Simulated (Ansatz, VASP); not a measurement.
Li in VASP and in Ansatz

File INCAR:

```
PREC = Accurate
ENCUT = 600
EDIFF = 1E-6
ISMEAR = -1
SIGMA = 0.1
LREAL = F
LASPH = T
NELM = 100
ALGO = Normal
ISIF = 3
LWAVE = F
LCHARG = F
GGA = PS
IBRION = 2
NSW = 80
EDIFFG = -0.01
```

The input KPOINTS:

```
regular mesh
0
Gamma
  9 9 9
```

POSCAR

```
Li
1.0
    0.0000000000      3.0783766346      3.0783766346
    3.0783766346      0.0000000000      3.0783766346
    3.0783766346      3.0783766346      0.0000000000
Li
2
Direct
    0.1250000000      0.1250000000      0.1250000000
    0.8750000000      0.8750000000      0.8750000000
```

Input for Ansatz:

```yaml
crystal:
  lattice:
    - [0.0, 3.0783766346, 3.0783766346]
    - [3.0783766346, 0.0, 3.0783766346]
    - [3.0783766346, 3.0783766346, 0.0]
  atoms:
    - { symbol: Li, position: [0.125, 0.125, 0.125] }
    - { symbol: Li, position: [0.875, 0.875, 0.875] }
hamiltonian:
  xc: pbesol
  pseudopotentials:
    kind: paw
    azcp:
      Li: "pseudopotentials/Li.paw.azcp"
basis:
  ecutwfc: 420
  fft_grid_basis: typed
kpoints:
  mp_grid: { grid: [9, 9, 9], shift: [0, 0, 0] }
magnetization:
  spin_polarized: false
scf:
  occupations: { method: fermi_dirac, width: 0.1 }
relax:
  max_steps: 60
  f_tol: 0.01
  cell: {}
```

The cell was built by a generator and needn't be a form met in nature.

Alike in both runs: task relaxation of cell and atoms; functional PBEsol; k mesh 9 × 9 × 9; occupations fermi-dirac, width 0.1 eV; no spin polarisation.

|  | VASP | Ansatz |
| --- | --- | --- |
| version | VASP 6.6.1 | Ansatz 0.2.0 |
| potentials or method | VASP PAW PBE potentials, release 64 (Li_sv) | plane waves (420 eV) with PAW, scalar-relativistic |
| plane-wave cutoff (eV) | 600 | 420 |
| valence electrons in the cell | 6 | 6 |

|  | VASP | Ansatz | Ansatz less VASP |
| --- | --- | --- | --- |
| relaxed volume (Å³/atom) | 24.96 | 25.61 | +0.652 |
| relaxed cell length with the largest relative difference (Å) | 4.133 | 4.169 | +0.0357 |
| energy change over the relaxation (meV/atom) | -11 | -8 | +3.3 |

Ansatz warned: «pseudo_functional_mismatch».

Caveats: the cutoff is under 1.25 times the usual one of these potentials, so pressure, stress and relaxed cells hold a basis-set (Pulay) error (VASP); the PAW data sets were made with another functional, which shifts forces and pressure a little (VASP).
